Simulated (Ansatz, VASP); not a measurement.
**Si: VASP beside Ansatz**

```xyz
2
Lattice="0.0000 2.7219 2.7219 2.7219 0.0000 2.7219 2.7219 2.7219 0.0000" Properties=species:S:1:pos:R:3 pbc="T T T"
Si    1.3609    1.3609    1.3609
Si    0.0000    0.0000    0.0000
```

Alike in both runs: task relaxation of cell and atoms; functional PBE; k mesh 8 × 8 × 8; occupations gaussian, width 0.02 eV; no spin polarisation.

|  | VASP | Ansatz |
| --- | --- | --- |
| version | VASP 6.6.1 | Ansatz 0.2.0 |
| potentials or method | VASP PAW PBE potentials, release 64 (Si) | scalar-relativistic, plane waves, PAW |
| plane-wave cutoff (eV) | 600 | 420 |
| valence electrons in the cell | 8 | 8 |

```tsv
	VASP	Ansatz	Ansatz less VASP
gap on the k mesh at the Fermi level, each at its own relaxed structure (eV)	0.65	0.65	-0.002
relaxed volume (Å³/atom)	20.44	20.46	+0.015
relaxed cell length with the largest relative difference (Å)	3.867	3.868	+0.0010
energy change over the relaxation (meV/atom)	-1	-1	-0.1
```

A k mesh can miss the band edges. PBE gaps usually lie below the measured ones, often by a third to a half.
